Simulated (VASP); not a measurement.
Crystal: V.

```
V
1.0
     2.60429    0.00000    0.00000
    -1.30215    2.25538    0.00000
     0.00000    0.00000    4.72334
V
2
Direct
  0.33333 0.66667 0.25000
  0.66667 0.33333 0.75000
```

This isn't the form of V at room conditions, which is bcc.

- Program: VASP 6.6.1
- Task: single point
- Functional: PBE
- Potentials or basis: VASP PAW PBE potentials, release 64 (V_sv)
- Cutoff: 520 eV
- k mesh: 12 × 12 × 6
- Occupations: fermi-dirac, width 0.05 eV
- Spin: collinear spin, ferromagnetic start
- Starting moments: [2.0, 2.0] μB

On this cell: pressure -0.3 GPa; largest force under 0.003 eV/Å; net moment 0.00 μB per cell; band gap on the k mesh none (metal or under the smearing width).

The same run follows on a disturbed copy (atoms moved at random, drawn with an rms of 0.05 Å):

```xyz
2
Lattice="2.6043 0.0000 0.0000 -1.3021 2.2554 0.0000 0.0000 0.0000 4.7233" Properties=species:S:1:pos:R:3 pbc="T T T"
V     0.0087    1.5067    1.1727
V     1.2929    0.7562    3.5062
```

Problem. What does the disturbed cell give?

Solution. The energy (extrapolated to zero smearing) moves by +1.9 meV/atom; pressure -0.3 GPa; largest force 0.272 eV/Å; net moment 0.00 μB per cell; band gap on the k mesh none (metal or under the smearing width).

Forces in eV/Å, atoms in the order of the input:
```
V    0.016  0.000 -0.272
V   -0.016  0.000  0.272
```

Stress tensor (GPa, compression positive):
```
 0.14 -0.37 -0.04
-0.37  0.08  0.00
-0.04  0.00 -0.97
```
